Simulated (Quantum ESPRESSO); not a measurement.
Crystal: InP.

```
CELL_PARAMETERS angstrom
0.00000 2.93050 2.93050
2.93050 0.00000 2.93050
2.93050 2.93050 0.00000
ATOMIC_POSITIONS crystal
In 0.00000 0.00000 0.00000
P 0.75000 0.75000 0.75000
```

Base run:

- Program: Quantum ESPRESSO 7.5
- Functional: AM05
- Potentials or basis: GBRV 1.5 PBE
- Cutoff: 762 eV
- Density cutoff: 6095 eV
- k mesh: 6 × 6 × 6, shifted
- Occupations: fermi-dirac, width 0.05 eV
- Spin: no spin polarisation

Its results: pressure 0.8 GPa; electronic dielectric tensor (diagonal) 11.23.

Task: After a change of settings the same cell gave: pressure -1.4 GPa; electronic dielectric tensor (diagonal) 12.00. Which change was it?
A. functional from AM05 to PBEsol; potentials or basis from GBRV 1.5 PBE to GBRV 1.5 PBEsol
B. functional from AM05 to LDA; potentials or basis from GBRV 1.5 PBE to GBRV 1.5 LDA
C. functional from AM05 to BLYP
D. functional from AM05 to WC

Result: B.

Caveats: the potentials were made for another functional, which shifts forces and pressure (some runs).

Runs at the PBE level aren't shown here.
